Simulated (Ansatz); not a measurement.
The system is TiCo.

```
Co Ti
1.0
     2.98611    0.00000    0.00000
     0.00000    2.98611    0.00000
     0.00000    0.00000    2.98611
Co Ti
1 1
Direct
  0.50000 0.50000 0.50000
  0.00000 0.00000 0.00000
```

The cell comes from a database or a generator and needn't be the stable form of this composition.

| Property | Result |
| --- | --- |
| Program | Ansatz 0.2.0 |
| Task | relaxation of cell and atoms |
| Functional | HSE06 |
| Potentials or basis | Ansatz PAW |
| Cutoff | 420 eV (not typed: the program's choice for these potentials) |
| k mesh | 5 × 5 × 5 |
| Occupations | fermi-dirac, width 0.05 eV |
| Spin | collinear spin, ferromagnetic start |
| Starting moments | [2.0, 1.0] μB |

At the start: volume 13.31 Å³/atom.

Task: Where does the relaxation end?

Result: It ends after 4 steps and the volume is 13.79 Å³/atom (+3.6 %); space group Pm-3m (No. 221, to 0.05 Å); moment 1.00 μB per cell.

The path:
```csv
step,energy change (eV),largest force (eV/Å),volume (Å³)
1,0.0000,0.0000,26.63
2,-0.0152,0.0000,27.51
3,-0.0152,0.0000,27.58
4,-0.0164,0.0000,27.58
```

Final structure:
```yaml
crystal:
  lattice:
    - [3.02116, 0.00000, 0.00000]
    - [0.00000, 3.02116, 0.00000]
    - [0.00000, 0.00000, 3.02116]
  atoms:
    - { symbol: Co, position: [0.50000, 0.50000, 0.50000] }
    - { symbol: Ti, position: [0.00000, 0.00000, 0.00000] }
```

Caveat: the k mesh is coarse (spacing up to 0.42 Å⁻¹), so the values aren't converged, least of all with exact exchange; the magnetic or orbital state may not be the lowest; the plane-wave basis is chosen anew once the cell has moved, so the energies of steps on either side of that aren't comparable; the PAW data sets come from PBE, with cores solved anew for the run's functional, which leaves a small shift of forces and pressure; the starting moments weren't kept.
